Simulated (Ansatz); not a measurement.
## Sb under changes of volume

One of the cells (29.904 Å³/atom); the others are scaled copies at fixed shape and fractional positions:

```
Sb
1.0
     3.12240    0.00000    0.00000
     0.00000    4.34752    0.00000
    -0.03891    0.00000    4.40585
Sb
2
Direct
  0.01139 0.25000 0.24117
  0.98861 0.75000 0.75883
```

This isn't the form of Sb at room conditions, which is rhombohedral.

| Item | Value |
| --- | --- |
| Program | Ansatz 0.2.0 |
| Functional | PBEsol |
| Potentials or basis | all-electron LAPW, scalar-relativistic |
| Cutoff | 205 eV (chosen from the basis error) |
| Basis error allowed | 0.001 eV/atom |
| k mesh | 9 × 6 × 6 |
| Occupations | fermi-dirac, width 0.05 eV |
| Spin | no spin polarisation |

```tsv
volume (Å³/atom)	energy over the lowest point (meV/atom)	pressure (GPa)	largest force (eV/Å)
28.110	2.62	1.4	0.139
28.708	0.00	0.1	0.103
29.306	2.14	-1.1	0.071
29.904	8.50	-2.2	0.046
30.502	18.60	-3.2	0.032
31.100	?	?	?
31.698	48.38	-4.8	0.057
```

Task: What does the run at 31.100 Å³/atom give?

Result: Energy over the lowest point 32.01 meV/atom; pressure -4.0 GPa; largest force 0.039 eV/Å.

Worked out: A Birch-Murnaghan fit of order 3 (a polynomial in V^(-2/3)) to the other rows has its minimum at 28.73 Å³/atom with B0 = V·E''(V) = 61 GPa and B' = 4.8 at fixed shape and positions, which overstates the stiffness. It gives 32.02 meV/atom at 31.100 Å³/atom, against the run's 32.01, and -dE/dV = -4.0 GPa, against -4.0.

Energies are extrapolated to zero smearing.
